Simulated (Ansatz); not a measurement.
**Residual resistivity of an alloy: Pt(111) with 4 layers of random Pt-Pd, 2x2**

How strongly does chemical disorder scatter in Pt(111) with 4 layers of random Pt-Pd, 2x2?

Main program and level: Ansatz 0.2.0; Ansatz plane-wave DFT, PBE, PAW files; ballistic transport by layer matching (Landauer), zero bias; PAW set soft_1.

Report form: the programs' logs are mostly left out.

### 1. The structure

The cell holds 40 atoms: 32 Pt and 8 Pd. Cell: a = 5.546 Å, b = 5.546 Å, c = 22.699 Å, α = 93.5°, β = 86.5°, γ = 120.0°. It derives from Pt. Regions: lead, 24 atoms (24 Pt); scattering region, 16 atoms (8 Pd and 8 Pt). The structure is stacked along c, and the current runs across the ab planes.

### 2. With 4 alloy layers

In 4 layers a share of 0.5 of the sites is given to Pd at random. The layers about the cell's end stay perfect and serve as the lead. Disorder leaves little or no symmetry, which makes such runs dear. Energies from -0.05 to 0.05 eV in steps of 0.05 eV are too few for the program's thermal sum, so it prints no conductance; for a metal the transmission near the Fermi level serves, at a fraction of the cost.

Input file input.yaml:

```yaml
crystal:
  lattice:
    - [5.5462627489, 0.0, 0.0]
    - [-2.7731313745, 4.8032044366, 0.0]
    - [1.3865656872, -0.8005340728, 22.6425228571]
  atoms:
    - { symbol: Pt, position: [0.9916666667, 0.0083333333, 0.05] }
    - { symbol: Pt, position: [0.9916666667, 0.5083333333, 0.05] }
    - { symbol: Pt, position: [0.4916666667, 0.0083333333, 0.05] }
    - { symbol: Pt, position: [0.4916666667, 0.5083333333, 0.05] }
    - { symbol: Pt, position: [0.1416666667, 0.3583333333, 0.15] }
    - { symbol: Pt, position: [0.1416666667, 0.8583333333, 0.15] }
    - { symbol: Pt, position: [0.6416666667, 0.3583333333, 0.15] }
    - { symbol: Pt, position: [0.6416666667, 0.8583333333, 0.15] }
[... 28 atom lines left out ...]
    - { symbol: Pt, position: [0.8416666667, 0.1583333333, 0.95] }
    - { symbol: Pt, position: [0.8416666667, 0.6583333333, 0.95] }
    - { symbol: Pt, position: [0.3416666667, 0.1583333333, 0.95] }
    - { symbol: Pt, position: [0.3416666667, 0.6583333333, 0.95] }
kpoints:
  mp_grid: { grid: [5, 5, 1] }
hamiltonian:
  xc: pbe
  pseudopotentials: { kind: paw, azcp: { folder: soft_1 } }
scf:
  occupations: { method: fermi_dirac, width: 0.1 }
output:
  transmission:
    leads: [[0, 4]]
    kmesh: [10, 10]
    e_range: [-0.05, 0.05]
    de: 0.05
  write_potential: true
  write_density: true
  volumetric_format: npy
```

Started as:

```bash
ansatz run input.yaml --threads 4 --pin off --max-ram 15360MiB --backend cpu --events-out ev --progress --plain --runs-dir out
```

Wall time 11 min (4 threads of Arm Neoverse V1, shared host); peak memory 5.7 GiB.

This step gave:

```
free energy                                    : -456574.8418 eV
energy at zero smearing                        : -456573.7290 eV
Fermi energy                                   : 22.55 eV
cell area                                      : 26.64 Å²
transmission per spin nearest the Fermi level  : 4.813
open channels per spin nearest the Fermi level : 6.77
step of the lead's potential                   : 12.7 meV
```

Per spin. The transmission, zone mean by energy, zero at the Fermi level:

| energy (eV) | transmission, zone mean |
| --- | --- |
| -0.0500 | 5.30 |
| 0.0000 | 4.81 |
| 0.0500 | 4.41 |

Per spin. Table of open channels, zone mean, lead by energy, zero at the Fermi level:

| energy (eV) | open channels, zone mean, lead |
| --- | --- |
| -0.0500 | 7.28 |
| 0.0000 | 6.77 |
| 0.0500 | 6.21 |

Transmission over k1 and k2. At 0.0000 eV from the Fermi level.

Ten even steps from '0' (2.91) to '9' (6.88):
```
7744478001
1474584000
1348195300
8451451548
7889515988
8845154154
1003591843
1000485474
7100874447
6722878227
```
Columns: k1 (b1) from -0.5 to 0.4; rows upwards: k2 (b2) from -0.5 to 0.4.

Open channels over k1 and k2. At 0.0000 eV from the Fermi level.

Ten even steps from '0' (3.0) to '9' (10.0):
```
9744479101
2475574200
2458185421
9451881549
9778828877
9945188154
2124581854
2002475574
9101974447
9922999229
```
Columns: k1 (b1) from -0.5 to 0.4; rows upwards: k2 (b2) from -0.5 to 0.4.

Over the solved energies the transmission per spin lies between 4.41 and 5.30, out of 6.75 channels of the lead on average (up to 7.28).

### 3. With 8 alloy layers

In 8 layers a share of 0.5 of the sites is given to Pd at random. A fresh draw is used; the growth of the resistance with length is what counts.

System of this step: Pt(111) with 8 layers of random Pt-Pd, 2x2. The cell holds 56 atoms: 40 Pt and 16 Pd. Its edges and angles: a = 5.546 Å, b = 5.546 Å, c = 31.740 Å, α = 87.5°, β = 92.5°, γ = 120.0°. It derives from Pt. Regions: lead, 24 atoms (24 Pt); scattering region, 32 atoms (16 Pt and 16 Pd). The structure is stacked along c, and the current runs across the ab planes.

Input file input.yaml:

```yaml
crystal:
  lattice:
    - [5.5462627489, 0.0, 0.0]
    - [-2.7731313745, 4.8032044366, 0.0]
    - [-1.3865656872, 0.8005340728, 31.6995319999]
  atoms:
    - { symbol: Pt, position: [0.005952381, 0.994047619, 0.0357142857] }
    - { symbol: Pt, position: [0.005952381, 0.494047619, 0.0357142857] }
    - { symbol: Pt, position: [0.505952381, 0.994047619, 0.0357142857] }
    - { symbol: Pt, position: [0.505952381, 0.494047619, 0.0357142857] }
    - { symbol: Pt, position: [0.1845238095, 0.3154761905, 0.1071428571] }
    - { symbol: Pt, position: [0.1845238095, 0.8154761905, 0.1071428571] }
    - { symbol: Pt, position: [0.6845238095, 0.3154761905, 0.1071428571] }
    - { symbol: Pt, position: [0.6845238095, 0.8154761905, 0.1071428571] }
[... 44 atom lines left out ...]
    - { symbol: Pt, position: [0.3273809524, 0.1726190476, 0.9642857143] }
    - { symbol: Pt, position: [0.3273809524, 0.6726190476, 0.9642857143] }
    - { symbol: Pt, position: [0.8273809524, 0.1726190476, 0.9642857143] }
    - { symbol: Pt, position: [0.8273809524, 0.6726190476, 0.9642857143] }
kpoints:
  mp_grid: { grid: [5, 5, 1] }
hamiltonian:
  xc: pbe
  pseudopotentials: { kind: paw, azcp: { folder: soft_1 } }
scf:
  occupations: { method: fermi_dirac, width: 0.1 }
output:
  transmission:
    leads: [[0, 4]]
    kmesh: [10, 10]
    e_range: [-0.05, 0.05]
    de: 0.05
  write_potential: true
  write_density: true
  volumetric_format: npy
```

The job ended after 20 min (4 threads; peak memory 9.7 GiB).

This step gave:

```yaml
free_energy: -612556.5598 eV
energy_at_zero_smearing: -612555.0012 eV
fermi_energy: 22.17 eV
transmission_per_spin_nearest_the_fermi_level: 4.097
open_channels_per_spin_nearest_the_fermi_level: 6.89
step_of_the_lead_s_potential: 9.7 meV
```

Per spin. Table of transmission, zone mean by energy, zero at the Fermi level:

| energy (eV) | transmission, zone mean |
| --- | --- |
| -0.0500 | 4.44 |
| 0.0000 | 4.10 |
| 0.0500 | 3.71 |

Over the solved energies the transmission per spin lies between 3.71 and 4.44, out of 6.75 channels of the lead on average (up to 7.14).

### 4. With 12 alloy layers

In 12 layers a share of 0.5 of the sites is given to Pd at random. A fresh draw is used; the growth of the resistance with length is what counts.

System of this step: Pt(111) with 12 layers of random Pt-Pd, 2x2. The cell holds 72 atoms: 48 Pt and 24 Pd. Its edges and angles: a = 5.546 Å, b = 5.546 Å, c = 40.757 Å, α = 90.0°, β = 90.0°, γ = 120.0°. It derives from Pt. Regions: lead, 24 atoms (24 Pt); scattering region, 48 atoms (24 Pd and 24 Pt). The structure is stacked along c, and the current runs across the ab planes.

Input file input.yaml:

```yaml
crystal:
  lattice:
    - [5.5462627489, 0.0, 0.0]
    - [-2.7731313745, 4.8032044366, 0.0]
    - [0.0, 0.0, 40.7565411427]
  atoms:
    - { symbol: Pt, position: [0.0, 0.0, 0.0277777778] }
    - { symbol: Pt, position: [0.0, 0.5, 0.0277777778] }
    - { symbol: Pt, position: [0.5, 0.0, 0.0277777778] }
    - { symbol: Pt, position: [0.5, 0.5, 0.0277777778] }
    - { symbol: Pt, position: [0.1666666667, 0.3333333333, 0.0833333333] }
    - { symbol: Pt, position: [0.1666666667, 0.8333333333, 0.0833333333] }
    - { symbol: Pt, position: [0.6666666667, 0.3333333333, 0.0833333333] }
    - { symbol: Pt, position: [0.6666666667, 0.8333333333, 0.0833333333] }
[... 60 atom lines left out ...]
    - { symbol: Pt, position: [0.3333333333, 0.1666666667, 0.9722222222] }
    - { symbol: Pt, position: [0.3333333333, 0.6666666667, 0.9722222222] }
    - { symbol: Pt, position: [0.8333333333, 0.1666666667, 0.9722222222] }
    - { symbol: Pt, position: [0.8333333333, 0.6666666667, 0.9722222222] }
kpoints:
  mp_grid: { grid: [5, 5, 1] }
hamiltonian:
  xc: pbe
  pseudopotentials: { kind: paw, azcp: { folder: soft_1 } }
scf:
  occupations: { method: fermi_dirac, width: 0.1 }
output:
  transmission:
    leads: [[0, 4]]
    kmesh: [10, 10]
    e_range: [-0.05, 0.05]
    de: 0.05
  write_potential: true
  write_density: true
  volumetric_format: npy
```

Run time: 34 min. Hardware: 4 threads; peak memory 8.5 GiB; 2.1 h of CPU time.

This step gave:

```yaml
free_energy: -768538.1871 eV
energy_at_zero_smearing: -768536.1649 eV
fermi_energy: 21.97 eV
transmission_per_spin_nearest_the_fermi_level: 3.597
open_channels_per_spin_nearest_the_fermi_level: 6.81
step_of_the_lead_s_potential: 13.1 meV
```

Per spin. The transmission, zone mean by energy, zero at the Fermi level:

| energy (eV) | transmission, zone mean |
| --- | --- |
| -0.0500 | 3.98 |
| 0.0000 | 3.60 |
| 0.0500 | 3.35 |

Over the solved energies the transmission per spin lies between 3.35 and 3.98, out of 6.77 channels of the lead on average (up to 7.28).

### 5. The fit

This step: Ansatz plane-wave DFT, PBE, PAW files; ballistic transport by layer matching (Landauer), zero bias; residual resistivity from the slope of the area resistance, atoms on the host's lattice; PAW set soft_1 (Ansatz 0.2.0).

This step gave:

| Quantity | Value |
| --- | --- |
| resistivity | 12.93 µΩ cm |
| intercept | 0.08881 fΩ m² |
| scatter about the fit | 0.006704 fΩ m² |

Resistance, by row:

| run | length (Å) | T | channels N | RA (fΩ m²) |
| --- | --- | --- | --- | --- |
| n4 | 9.057 | 4.841 | 6.753 | 0.2012 |
| n8 | 18.11 | 4.083 | 6.747 | 0.3325 |
| n12 | 27.17 | 3.644 | 6.767 | 0.4354 |

Table of area resistance by length of the alloy:

| length of the alloy (Å) | area resistance (fΩ m²) |
| --- | --- |
| 9.06 | 0.201 |
| 18.11 | 0.332 |
| 27.17 | 0.435 |

The area resistance goes from 0.20 to 0.44 fΩ m² between 9.1 and 27.2 Å, a slope of 13 µΩ cm.

By hand from the end points: (0.4354 − 0.2012) fΩ m² / (27.17 − 9.06) Å = 13 µΩ cm, since 1 fΩ m² per Å is 1000 µΩ cm.

### 6. Summary of results

| Quantity | Value |
| --- | --- |
| resistivity from the slope | 12.9 µΩ cm |
| area resistance over 9.06 Å | 0.201 fΩ m² |
| area resistance over 18.1 Å | 0.332 fΩ m² |
| area resistance over 27.2 Å | 0.435 fΩ m² |

What this shows: The slope gives 13 µΩ cm. The points scatter by 0.0067 fΩ m² about the line, with one random draw a length in a 2x2 cell, so the slope is a rough value. Read with a model of isotropic scattering on a spherical Fermi surface and the lead's 2.0×10¹⁵ S/m², this slope means a mean free path near 31 Å (a rough figure, since the alloy's own channel count differs); over these lengths the model's slope is 1.05 times its bulk resistivity, which would be 12 µΩ cm. The atoms sit on the host's lattice, so scattering by size misfit is left out. Spin-orbit coupling is left out, which matters for Pt.

[Logs are printed without paths, hosts, clocks, repeated set-up lines and the standing remarks that a program may print on its own settings, such as how far it seeks lower states.]

[Hosts, paths, dates, database ids (printed as entryN), source tags and the programs' standing remarks are cut or masked in the printed files.]
